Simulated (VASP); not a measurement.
Write the native input for VASP 6.6.1 that does the following.

| Item | Value |
| --- | --- |
| Task | work function |
| Functional | PBEsol |
| Potentials or basis | VASP PAW PBE potentials, release 64 (Cd, Se) |
| Cutoff | 520 eV |
| k mesh | 6 × 4 × 1 |
| Occupations | gaussian, width 0.05 eV |
| Spin | no spin polarisation |
| Vacuum (Å) | 22 |
| Dipole correction | yes |
| Further INCAR settings | ALGO = Normal; EDIFF = 1e-06 |

The structure of CdSe lies in POSCAR:

```
CdSe
1.0
    4.3000000000      0.0000000000      0.0000000000
    0.0000000000      7.0200000000      0.0000000000
    0.0000000000      0.0000000000     34.4130307866
Cd Se
8 8
Direct
    0.0000000001      0.0000000000      0.3196463592
    0.5000000000      0.5000000000      0.3557170874
    0.5000000001      0.0000000000      0.4278585436
    1.0000000000      0.5000000000      0.4639292718
    0.0000000001      0.0000000000      0.5360707282
    0.5000000000      0.5000000000      0.5721414564
    0.5000000001      0.0000000000      0.6442829126
    1.0000000000      0.5000000000      0.6803536408
    0.0000000001      0.3850000000      0.3196463592
    0.5000000000      0.8850000000      0.3557170874
    0.5000000001      0.3850000000      0.4278585436
    1.0000000000      0.8850000000      0.4639292718
    0.0000000001      0.3850000000      0.5360707282
    0.5000000000      0.8850000000      0.5721414564
    0.5000000001      0.3850000000      0.6442829126
    1.0000000000      0.8850000000      0.6803536408
```

The input as run:

INCAR

```
SYSTEM = CdSe
PREC = Accurate
ENCUT = 520
EDIFF = 1E-6
ISMEAR = 0
SIGMA = 0.05
LREAL = .False.
LASPH = .True.
NELM = 80
ALGO = Normal
ISIF = 2
LWAVE = .False.
LCHARG = .True.
LDIPOL = .True.
IDIPOL = 3
DIPOL = 0.5 0.5 0.500
GGA = PS
LVHAR = .True.
LVACPOTAV = .True.
KPAR = 8
```

KPOINTS

```
Automatic mesh
0
Gamma
  6 4 1
  0 0 0
```

Potentials or basis: VASP PAW PBE potentials, release 64 (Cd, Se).

Launch:

```sh
$ cat potpaw_PBE.64/Cd/POTCAR potpaw_PBE.64/Se/POTCAR > POTCAR
$ mpirun -np 8 vasp_std > vasp.out
```

It gave:

```json
{"Largest force": "1.312 eV/Å", "Band gap on the k mesh": "0.48 eV, direct", "Ionisation potential of the upper face": "5.03 eV"}
```

Caveat: the PAW data sets were made with another functional, which shifts forces and pressure a little.

Wall time 9.3 min on 8 MPI ranks on Intel(R) Xeon(R) Platinum 8488C (Sapphire Rapids) (shared host), peak memory 1.3 GiB a rank.
